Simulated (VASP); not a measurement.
Here is a VASP 6.6.1 calculation.

Contents of INCAR:

```
PREC = Accurate
ENCUT = 520
EDIFF = 1E-6
ISMEAR = 0
SIGMA = 0.05
LREAL = False
LASPH = True
NELM = 60
ALGO = Normal
ISIF = 2
LWAVE = False
LCHARG = False
GGA = PS
NBANDS = 28
```

Contents of KPOINTS:

```
Automatic mesh
0
Gamma
  8 8 8
```

POSCAR

```
Zr3Si
1.0
    4.3240762280      0.0000000000      0.0000000000
    0.0000000000      4.3240762280      0.0000000000
    0.0000000000      0.0000000000      4.3240762280
Zr Si
3 1
Direct
    0.0000000000      0.5000000000      0.5000000000
    0.5000000000      0.5000000000      0.0000000000
    0.5000000000      0.0000000000      0.5000000000
    0.0000000000      0.0000000000      0.0000000000
```

Potentials or basis: VASP PAW PBE potentials, release 64 (Zr_sv, Si).

The run is started by

```sh
$ cat potpaw_PBE.64/Zr_sv/POTCAR potpaw_PBE.64/Si/POTCAR > POTCAR
$ mpirun -np 1 vasp_std > vasp.out
```

What does it give for the pressure?

-5.0 GPa.

Predict the band gap on the k mesh.

none (metal or under the smearing width).

Caveat: the PAW data sets were made with another functional, which shifts forces and pressure a little.
